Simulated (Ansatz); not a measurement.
Tetragonal HfO2 (relaxed group P4_2/nmc), relaxed with r2SCAN. Space group P4_2/nmc (No. 137), tetragonal; a = 3.577 Å, c = 5.202 Å in the conventional setting, 11.09 Å³ an atom. Hf is surrounded by 8 O at 2.06–2.39 Å; O is surrounded by 4 Hf at 2.06–2.39 Å.

```cif
data_structure
_symmetry_space_group_name_H-M 'P 1'
_symmetry_Int_Tables_number 1
_cell_length_a 3.5767
_cell_length_b 3.5767
_cell_length_c 5.2022
_cell_angle_alpha 90.000
_cell_angle_beta 90.000
_cell_angle_gamma 90.000
_cell_volume 66.55
loop_
_atom_site_label
_atom_site_type_symbol
_atom_site_fract_x
_atom_site_fract_y
_atom_site_fract_z
_atom_site_occupancy
Hf1 Hf 0.50000 0.50000 0.50000 1
Hf2 Hf 0.00000 0.00000 0.00000 1
O1 O 0.00000 0.50000 0.69621 1
O2 O 0.50000 0.00000 0.80379 1
O3 O 0.50000 0.00000 0.30379 1
O4 O 0.00000 0.50000 0.19621 1
```

The questions ask for values computed with Ansatz on this geometry. Simulation only: non-magnetic, and no claim that this is the phase found in nature.

Question: What gap does PBE give, and where are the band edges?

Answer: The PBE gap is indirect, 4.73 eV (Z to Γ), below the direct gap of 4.79 eV at Γ.

Question: Estimate the gap with PBE+SOC on 8×8×6.

Answer: With PBE+SOC the valence top lies at Z and the conduction bottom at Γ, 4.73 eV higher; the smallest vertical gap, at Γ, is 4.79 eV. The gap differs by 0.00 eV from PBE's.

Question: What does r2SCAN give for the gap (8×8×6 mesh)?

Answer: With r2SCAN the valence top lies at Z and the conduction bottom at Γ, 5.26 eV higher; the smallest vertical gap, at Γ, is 5.33 eV. The gap differs by +0.53 eV from PBE's.

Question: How does the gap change from PBE to HSE06 (4×4×4)?

Answer: HSE06 gives an indirect gap of 6.37 eV, from Z to Γ; the least direct gap is 6.44 eV at Γ. The gap differs by +1.64 eV from PBE's.

Question: Estimate the gap with PBE0 on 4×4×4.

Answer: The PBE0 gap is indirect, 7.13 eV (Z to Γ), below the direct gap of 7.20 eV at Γ. The gap differs by +2.40 eV from PBE's.

Question: How strongly does the crystal screen a field with clamped ions (r2SCAN)?

Answer: The electronic dielectric tensor ε∞ is 4.89 along x and y, 4.42 along z. Born charges, averaged over directions: Hf +5.27, O -2.63 e. The program notes that the ground state's band table doesn't vouch for all the bands that the response reads.

Question: Relaxed again with PBEsol, is the cell stable at the zone centre, and where do its optical modes lie?

Answer: The zone-centre optical frequencies run from 78 to 663 cm⁻¹, none imaginary (the rest of the zone wasn't tested). With the long-range field the highest mode reaches 702 cm⁻¹.

Only the levels marked +SOC include spin-orbit coupling.

The meshes of the hybrids are coarse, so their gaps aren't converged to the digits shown.
